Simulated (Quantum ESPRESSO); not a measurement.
The system is Tl.

```
Tl
1.0
    -0.17787    2.39209    2.53447
     2.41974   -0.11431    2.47091
     2.36177    2.27056   -0.05633
Tl
1
Direct
  0.00000 0.00000 0.00000
```

This isn't the form of Tl at room conditions, which is hcp.

Base run:

```yaml
Program: Quantum ESPRESSO 7.5
Functional: PBE
Potentials_or_basis: SSSP 1.3 efficiency PBE
Cutoff: 748 eV
Density_cutoff: 5987 eV
k_mesh: 9 × 9 × 10
Occupations: fermi-dirac, width 0.05 eV
Spin: no spin polarisation
```

Its results: band gap on the k mesh none (metal or under the smearing width); pressure 1.1 GPa.

Task: The run is repeated on the same cell with these changes: functional from PBE to RPBE; occupations from fermi-dirac, width 0.05 eV to fermi-dirac, width 0.1 eV. What comes out?

Result: Band gap on the k mesh none (metal or under the smearing width); pressure 3.0 GPa.

Caveats: the potentials were made for another functional, which shifts forces and pressure (some runs).
